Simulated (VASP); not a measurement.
# HfN (Fm-3m) in VASP: notebook

The runs below take HfN through relaxation of cell and atoms, single point, with PBE.

Everything below comes from runs of VASP 6.6.1. Logs are shortened: lines on timing, memory, paths and dates and some standing lists are left out, and cuts for length are marked.

**1. Starting point**

It takes space group Fm-3m (No. 225, cubic). Conventional cell: a = 4.512 Å, b = 4.512 Å, c = 4.512 Å, α = 90.00°, β = 90.00°, γ = 90.00°. Around Hf (site symmetry m-3m) lie 6 N at 2.26 Å. Around N (site symmetry m-3m) lie 6 Hf at 2.26 Å.

**2. Relaxation of cell and atoms, PBE**

INCAR

```
ALGO = Fast
EDIFF = 1E-6
EDIFFG = -0.02
ENCUT = 680
GGA = PE
IBRION = 2
ISIF = 3
ISMEAR = 0
LASPH = True
LCHARG = False
LREAL = False
LWAVE = False
NELM = 60
NSW = 60
PREC = Accurate
SIGMA = 0.05
```

KPOINTS

```
k-points
0
Gamma
  10 10 10
```

POSCAR

```
HfN
1.0
    0.0000000000      2.2560000000      2.2560000000
    2.2560000000      0.0000000000      2.2560000000
    2.2560000000      2.2560000000      0.0000000000
Hf N
1 1
Direct
    0.0000000000      0.0000000000      0.0000000000
    0.5000000000      0.5000000000      0.5000000000
```

Potentials or basis: VASP PAW PBE potentials, release 64 (Hf_sv_GW, N_GW).

Command:

```bash
> cat potpaw_PBE.64/Hf_sv_GW/POTCAR potpaw_PBE.64/N_GW/POTCAR > POTCAR
> mpirun -np 1 vasp_std > vasp.out
```

OUTCAR:

```text
EDIFF = 1E-6
   EDIFFG = -0.02
   ENCUT = 680
   GGA = PE
   IBRION = 2
   ISIF = 3
   ISMEAR = 0
   LASPH = True
   LREAL = False
   NELM = 60
   NSW = 60
   PREC = Accurate

 ion  position               nearest neighbor table
   1  0.000  0.000  0.000-   2 2.26   2 2.26   2 2.26   2 2.26   2 2.26   2 2.26
   2  0.500  0.500  0.500-   1 2.26   1 2.26   1 2.26   1 2.26   1 2.26   1 2.26

  LATTYP: Found a face centered cubic cell.
 ALAT       =     4.5120000000

  Lattice vectors:

 A1 = (   0.0000000000,   2.2560000000,   2.2560000000)
 A2 = (   2.2560000000,   0.0000000000,   2.2560000000)
 A3 = (   2.2560000000,   2.2560000000,   0.0000000000)

Analysis of symmetry for initial positions (statically):
=====================================================================
 Subroutine PRICEL returns:
 Original cell was already a primitive cell.

 Routine SETGRP: Setting up the symmetry group for a
 face centered cubic supercell.

 Subroutine GETGRP returns: Found 48 space group operations
 (whereof 48 operations were pure point group operations)
 out of a pool of 48 trial point group operations.

The static configuration has the point symmetry O_h .

Analysis of symmetry for dynamics (positions and initial velocities):
=====================================================================
 Subroutine PRICEL returns:
 Original cell was already a primitive cell.

 Routine SETGRP: Setting up the symmetry group for a
 face centered cubic supercell.

 Subroutine GETGRP returns: Found 48 space group operations
 (whereof 48 operations were pure point group operations)
 out of a pool of 48 trial point group operations.

The dynamic configuration has the point symmetry O_h .

 Subroutine INISYM returns: Found 48 space group operations
 (whereof 48 operations are pure point group operations),
 and found     1 'primitive' translations

----------------------------------------------------------------------------------------

                                     Primitive cell

  volume of cell :      22.9640

  direct lattice vectors                    reciprocal lattice vectors
     0.000000000  2.256000000  2.256000000    -0.221631206  0.221631206  0.221631206
     2.256000000  0.000000000  2.256000000     0.221631206 -0.221631206  0.221631206
     2.256000000  2.256000000  0.000000000     0.221631206  0.221631206 -0.221631206

  length of vectors
     3.190465797  3.190465797  3.190465797     0.383876509  0.383876509  0.383876509

  position of ions in fractional coordinates (direct lattice)
     0.000000000  0.000000000  0.000000000
     0.500000000  0.500000000  0.500000000

  ion indices of the primitive-cell ions
   primitive index   ion index
                 1           1
                 2           2

----------------------------------------------------------------------------------------

 KPOINTS: k-points

Automatic generation of k-mesh.
 Grid dimensions read from file:
 generate k-points for:   10   10   10

 Generating k-lattice:

  Cartesian coordinates                     Fractional coordinates (reciprocal lattice)
    -0.022163121  0.022163121  0.022163121     0.100000000  0.000000000  0.000000000
     0.022163121 -0.022163121  0.022163121     0.000000000  0.100000000  0.000000000
     0.022163121  0.022163121 -0.022163121     0.000000000  0.000000000  0.100000000

  Length of vectors
     0.038387651  0.038387651  0.038387651

  Shift w.r.t. Gamma in fractional coordinates (k-lattice)
     0.000000000  0.000000000  0.000000000

 Subroutine IBZKPT returns following result:
 ===========================================

 Found     47 irreducible k-points:

 Following reciprocal coordinates:
            Coordinates               Weight
  0.000000  0.000000  0.000000      1.000000
  0.100000  0.000000  0.000000      8.000000
  0.200000  0.000000  0.000000      8.000000
  0.300000  0.000000  0.000000      8.000000
  0.400000  0.000000  0.000000      8.000000
  0.500000  0.000000  0.000000      4.000000
[... 39 lines left out ...]
 -0.300000  0.400000  0.200000     24.000000
 -0.300000  0.500000  0.200000     12.000000
   k-points           NKPTS =     47   k-points in BZ     NKDIM =     47   number of bands    NBANDS=     12
   number of dos      NEDOS =    301   number of ions     NIONS =      2
   total plane-waves  NPLWV =  21952
   dimension x,y,z NGX =    28 NGY =   28 NGZ =   28
   dimension x,y,z NGXF=    56 NGYF=   56 NGZF=   56
   ions per type =               1   1
   NGX,Y,Z   is equivalent  to a cutoff of  14.59, 14.59, 14.59 a.u.
   NGXF,Y,Z  is equivalent  to a cutoff of  29.18, 29.18, 29.18 a.u.
 SYSTEM =  unknown system
   PREC   = accura    normal or accurate (medium, high low for compatibility)
   ISTART =      0    job   : 0-new  1-cont  2-samecut
   ICHARG =      2    charge: 1-file 2-atom 10-const
   ISPIN  =      1    spin polarized calculation?
   LNONCOLLINEAR =      F non collinear calculations
   LSORBIT =      F    spin-orbit coupling
   LASPH  =      T    aspherical Exc in radial PAW
   ENCUT  =  680.0 eV  49.98 Ry    7.07 a.u.   6.78  6.78  6.78*2*pi/ulx,y,z
   NELM   =     60;   NELMIN=  2; NELMDL= -5     # of ELM steps
   EDIFF  = 0.1E-05   stopping-criterion for ELM
   LREAL  =      F    real-space projection
   EDIFFG = -.2E-01   stopping-criterion for IOM
   NSW    =     60    number of steps for IOM
   IBRION =      2    ionic relax: 0-MD 1-quasi-New 2-CG
   NFREE  =      1    steps in history (QN), initial steepest desc. (CG)
   ISIF   =      3    stress and relaxation
   ISYM   =      2    0-nonsym 1-usesym 2-fastsym
   POTIM  = 0.5000    time-step for ionic-motion
   TEBEG  =    0.0;   TEEND  =   0.0 temperature during run
   PSTRESS=    0.0 pullay stress
   NELECT =      17.0000    total number of electrons
   NUPDOWN=      -1.0000    fix difference up-down
   EMIN   =  10.00;   EMAX   =-10.00  energy-range for DOS
   EFERMI =   0.00;   METHOD = LEGACY
   ISMEAR =     0;   SIGMA  =   0.05  broadening in eV -4-tet -1-fermi 0-gaus
   EFERMI_NEDOS =   21; number of points for ismear=-14 and -15
   IALGO  =     68    algorithm
   IMIX   =      4    mixing-type and parameters
     AMIX     =   0.40;   BMIX     =  1.00
     AMIX_MAG =   1.60;   BMIX_MAG =  1.00
  volume/ion in A,a.u.               =      11.48        77.48
  Fermi-wavevector in a.u.,A,eV,Ry     =   1.480956  2.798600 29.840700  2.193230
  Thomas-Fermi vector in A             =   2.594926
   LORBIT       =      0    0 simple, 1 ext, 2 COOP (PROOUT), +10 PAW based schemes
   GGA     = PE    functional components
   LHFCALC =     F    Hartree Fock is set to
   AEXX    =    0.0000 exact exchange contribution
   IVDW    =     0    specifies the selected vdW correction
   LEPSILON=     F    determine dielectric tensor
   LRPA    =     F    only Hartree local field effects (RPA)
 conjugate gradient relaxation of ions
 non-spin polarized calculation
 RMM-DIIS sequential band-by-band and
 Gauss-broadening in eV      SIGMA  =   0.05
  energy-cutoff  :      680.00
  volume of cell :       22.96
 maximum number of plane-waves:       941
   NGX = 13   NGY = 13   NGZ = 13

--------------------------------------- Ionic step        1  -------------------------------------------

 number of electron      16.9999997 magnetization

 Free energy of the ion-electron system (eV)
  ---------------------------------------------------
  ext. energy  EPLUGINS =         0.00000000
  ---------------------------------------------------
  free energy    TOTEN  =       -24.50480742 eV

  energy without entropy =      -24.50373214  energy(sigma->0) =      -24.50426978

------------------------ aborting loop because EDIFF is reached ----------------------------------------

  FORCE on cell =-STRESS in cart. coord.  units (eV):
  Direction    XX          YY          ZZ          XY          YZ          ZX
  --------------------------------------------------------------------------------------
  -------------------------------------------------------------------------------------
  Total        0.9447254      0.9447254      0.9447254      0.0000000      0.0000000     -0.0000000
  in kB       65.9126692     65.9126692     65.9126692      0.0000000      0.0000000     -0.0000000
  external PRESSURE =      65.9126692 kB  Pullay stress =       0.0000000 kB
[... 57 lines left out ...]
  energy  without entropy=      -24.4769772933  energy(sigma->0) =      -24.47752945

--------------------------------------- Ionic step        3  -------------------------------------------

 number of electron      16.9999999 magnetization

 Free energy of the ion-electron system (eV)
  ---------------------------------------------------
  ext. energy  EPLUGINS =         0.00000000
  ---------------------------------------------------
  free energy    TOTEN  =       -24.51566522 eV

  energy without entropy =      -24.51458670  energy(sigma->0) =      -24.51512596

 E-fermi :  11.9453     XC(G=0): -13.0400

 val. band max:       11.9046159205   @ k =  -0.4000   0.3000   0.0000
 cond. band min:      11.9651569144   @ k =  -0.1000   0.1000   0.0000
 fundamental gap:      0.0605409938
 Fermi energy:        11.9453092004

 k-point     1 :       0.0000    0.0000    0.0000
  band No.  band energies     occupation
      1     -50.9413      2.00000
      2     -19.3039      2.00000
      3     -19.3039      2.00000
      4     -19.3039      2.00000
      5      -5.5016      2.00000
      6       8.9350      2.00000
      7       8.9350      2.00000
      8       8.9350      2.00000
      9      11.5594      2.00000
     10      11.5594      2.00000
     11      11.5594      2.00000
     12      13.4922      0.00000
[... 571 lines left out ...]
 k-point    40 :      -0.2000    0.3000    0.1000
  band No.  band energies     occupation
      1     -50.8843      2.00000
      2     -19.9395      2.00000
      3     -19.6332      2.00000
      4     -19.4195      2.00000
      5      -3.6010      2.00000
      6       4.4822      2.00000
      7       6.2536      2.00000
      8       6.6778      2.00000
      9      12.4127      0.00000
     10      15.1421      0.00000
     11      15.2259      0.00000
     12      16.1939      0.00000

 [... further k-points ...]

------------------------ aborting loop because EDIFF is reached ----------------------------------------

  FORCE on cell =-STRESS in cart. coord.  units (eV):
  Direction    XX          YY          ZZ          XY          YZ          ZX
  --------------------------------------------------------------------------------------
  -------------------------------------------------------------------------------------
  Total       -0.0144379     -0.0144379     -0.0144379      0.0000000      0.0000000      0.0000000
  in kB       -0.9838596     -0.9838596     -0.9838596      0.0000000      0.0000000      0.0000000
  external PRESSURE =      -0.9838596 kB  Pullay stress =       0.0000000 kB
[... 17 lines left out ...]
  FREE ENERGIE OF THE ION-ELECTRON SYSTEM (eV)
  ---------------------------------------------------
  free  energy   TOTEN  =       -24.5156652219 eV

  energy  without entropy=      -24.5145866966  energy(sigma->0) =      -24.51512596

 reached required accuracy - stopping structural energy minimisation
```

Run time: 62 s. Hardware: 1 thread of Intel Xeon Platinum 8488C (Sapphire Rapids), shared host; peak memory 0.18 GiB.

Results:

| Quantity | Value |
| --- | --- |
| Free energy | -24.5157 eV |
| Relaxed volume | 11.76 Å³/atom |
| Relaxed cell | a = 3.216 Å, b = 3.216 Å, c = 3.216 Å, α = 60.00°, β = 60.00°, γ = 60.00° |
| Space group after relaxing (to 0.05 Å) | Fm-3m (No. 225) |
| Energy gained by relaxing | 5.4 meV/atom |
| Ionic steps | 3 |
| Pressure after relaxing | -0.1 GPa |
| Band gap on the k mesh | none (metal or under the smearing width) |

The path:
```
step  energy change (eV)  largest force (eV/Å)  pressure (GPa)  volume (Å³)
   1              0.0000                0.0000            6.59        22.96
   2              0.0267                0.0000          -10.86        24.57
   3             -0.0109                0.0000           -0.10        23.51
```

Final structure:
```
Hf N
1.0
     0.00000    2.27379    2.27379
     2.27379    0.00000    2.27379
     2.27379    2.27379    0.00000
Hf N
1 1
Direct
  0.00000 0.00000 0.00000
  0.50000 0.50000 0.50000
```

Levels at points of the mesh, in eV from the Fermi level:
| k point | band 6 | band 7 | band 8 | band 9 | band 10 | band 11 | band 12 |
| --- | --- | --- | --- | --- | --- | --- | --- |
| (0.00, 0.00, 0.00) | -3.01 | -3.01 | -3.01 | -0.39 | -0.39 | -0.39 | 1.55 |
| (0.50, 0.00, 0.00) | -8.83 | -6.15 | -6.15 | 3.13 | 3.56 | 3.56 | 4.30 |
| (0.50, 0.50, 0.00) | -5.48 | -3.77 | -3.71 | -3.71 | 3.95 | 5.31 | 5.34 |

**3. Single point, PBE**

INCAR

```
SYSTEM = HfN
PREC     = Accurate       ! precision mode
ENCUT    = 500            ! plane-wave cutoff, eV
EDIFF    = 1E-7           ! SCF threshold, eV
ISMEAR   = 0              ! smearing method
SIGMA    = 0.02           ! smearing width, eV
LREAL    = .False.        ! projectors in reciprocal space
LASPH    = .True.         ! aspherical terms in the spheres
NELM     = 80             ! most SCF steps
ALGO     = Normal         ! electronic algorithm
ISIF     = 2              ! what is computed and relaxed
LWAVE    = .False.        ! write WAVECAR
LCHARG   = .False.        ! write CHGCAR
GGA      = PE             ! functional
```

KPOINTS

```
regular mesh
0
Gamma
  10 10 10
  0 0 0
```

POSCAR, as its differences from that of step 2:

```diff
@@ -7,4 +7,4 @@
 1 1
-Direct
+Cartesian
     0.0000000000      0.0000000000      0.0000000000
-    0.5000000000      0.5000000000      0.5000000000
+    2.2560000000      2.2560000000      2.2560000000
```

Potentials or basis: VASP PAW PBE potentials, release 64 (Hf, N).

Command:

```bash
> cat potpaw_PBE.64/Hf/POTCAR potpaw_PBE.64/N/POTCAR > POTCAR
> mpirun -np 1 vasp_std > vasp.out
```

OUTCAR:

```text
SYSTEM = HfN
   PREC = Accurate
   ENCUT = 500
   EDIFF = 1E-7
   ISMEAR = 0
   LREAL = .False.
   LASPH = .True.
   NELM = 80
   ISIF = 2
   GGA = PE

 ion  position               nearest neighbor table
   1  0.000  0.000  0.000-   2 2.26   2 2.26   2 2.26   2 2.26   2 2.26   2 2.26
   2  0.500  0.500  0.500-   1 2.26   1 2.26   1 2.26   1 2.26   1 2.26   1 2.26

  LATTYP: Found a face centered cubic cell.
 ALAT       =     4.5120000000

  Lattice vectors:

 A1 = (   0.0000000000,   2.2560000000,   2.2560000000)
 A2 = (   2.2560000000,   0.0000000000,   2.2560000000)
[... 649 lines left out ...]

  FORCE on cell =-STRESS in cart. coord.  units (eV):
  Direction    XX          YY          ZZ          XY          YZ          ZX
  --------------------------------------------------------------------------------------
  -------------------------------------------------------------------------------------
  Total        0.5835193      0.5835193      0.5835193     -0.0000000      0.0000000      0.0000000
  in kB       40.7116329     40.7116329     40.7116329     -0.0000000      0.0000000      0.0000000
  external PRESSURE =      40.7116329 kB  Pullay stress =       0.0000000 kB

 VOLUME and BASIS-vectors are now :
 -----------------------------------------------------------------------------
  energy-cutoff  :      500.00
  volume of cell :       22.96
      direct lattice vectors                 reciprocal lattice vectors
     0.000000000  2.256000000  2.256000000    -0.221631206  0.221631206  0.221631206
     2.256000000  0.000000000  2.256000000     0.221631206 -0.221631206  0.221631206
     2.256000000  2.256000000  0.000000000     0.221631206  0.221631206 -0.221631206

 POSITION                                       TOTAL-FORCE (eV/Angst)
 -----------------------------------------------------------------------------------
      0.00000      0.00000      0.00000        -0.000000     -0.000000      0.000000
      2.25600      2.25600      2.25600         0.000000      0.000000      0.000000
 -----------------------------------------------------------------------------------
    total drift:                               -0.000000     -0.000000      0.000000

  FREE ENERGIE OF THE ION-ELECTRON SYSTEM (eV)
  ---------------------------------------------------
  free  energy   TOTEN  =       -21.8383137139 eV

  energy  without entropy=      -21.8382240862  energy(sigma->0) =      -21.83826890
```

stdout:

```text
POSCAR found type information on POSCAR HfN
 POSCAR found :  2 types and       2 ions
 scaLAPACK will be used
 LDA part: xc-table for (Slater+PW92), standard interpolation
 POSCAR, INCAR and KPOINTS ok, starting setup
 FFT: planning ... GRIDC
 FFT: planning ... GRID_SOFT
 FFT: planning ... GRID
 WAVECAR not read
 entering main loop
```

Run time: 12 s. Hardware: 1 thread of Intel Xeon Platinum 8375C at 2.90GHz (Ice Lake), shared host; peak memory 0.14 GiB.

What came out:

```
Free energy            : -21.8383 eV
Pressure               : 4.1 GPa
Band gap on the k mesh : none (metal or under the smearing width)
```

Levels at points of the mesh, in eV from the Fermi level:
```
           k point  band 2  band 3  band 4  band 5  band 6  band 7  band 8
(0.00, 0.00, 0.00)   -3.07   -3.07   -3.07   -0.38   -0.38   -0.38    1.80
(0.50, 0.00, 0.00)   -8.94   -6.23   -6.23    3.26    3.69    3.69    4.39
(0.50, 0.50, 0.00)   -5.52   -3.86   -3.75   -3.75    4.08    5.52    5.52
```

The run has no spin-orbit coupling, so splittings on Hf are missing.

**4. Single point, PBE**

run.py

```python
from ase.calculators.vasp import Vasp
from ase.dft.bandgap import bandgap
from ase.io import read

atoms = read('HfN.xyz')
calc = Vasp(
    directory='calc',
    xc='pbe',
    pp='PBE',
    setups='minimal',
    prec='Accurate',
    encut=500,
    ediff=1e-07,
    ismear=0,
    sigma=0.02,
    lreal=False,
    lasph=True,
    nelm=60,
    algo='Normal',
    isif=2,
    lwave=False,
    lcharg=False,
    kpts=[10, 10, 10],
    gamma=True,
)
atoms.calc = calc

print('energy (eV):', atoms.get_potential_energy())
print('free energy (eV):', atoms.get_potential_energy(force_consistent=True))
print('forces (eV/A):')
print(atoms.get_forces())
print('stress (eV/A^3, Voigt):', atoms.get_stress())
print('Fermi level (eV):', calc.get_fermi_level())
gap, top, bottom = bandgap(calc)
print('band gap (eV):', gap, 'from (spin, k, band)', top, 'to', bottom)
```

HfN.xyz

```xyz
2
Lattice="0.0000000000 2.2560000000 2.2560000000 2.2560000000 0.0000000000 2.2560000000 2.2560000000 2.2560000000 0.0000000000" Properties=species:S:1:pos:R:3 pbc="T T T"
Hf     0.0000000000      0.0000000000      0.0000000000
N      2.2560000000      2.2560000000      2.2560000000
```

Command:

```bash
> python run.py
```

Wall time 23 s (1 thread of Intel Xeon Platinum 8375C at 2.90GHz (Ice Lake), shared host); peak memory 0.14 GiB.

The run converged. Its results:

```yaml
Free_energy: -21.8383 eV
Pressure: 4.1 GPa
Band_gap_on_the_k_mesh: none (metal or under the smearing width)
```

Levels at points of the mesh, in eV from the Fermi level:
```csv
k point,band 1,band 2,band 3,band 4,band 5,band 6,band 7,band 8
"(0.00, 0.00, 0.00)",-17.56,-3.07,-3.07,-3.07,-0.38,-0.38,-0.38,1.80
"(0.50, 0.00, 0.00)",-15.05,-8.94,-6.23,-6.23,3.26,3.69,3.69,4.39
"(0.50, 0.50, 0.00)",-16.47,-5.52,-3.86,-3.75,-3.75,4.08,5.52,5.52
```
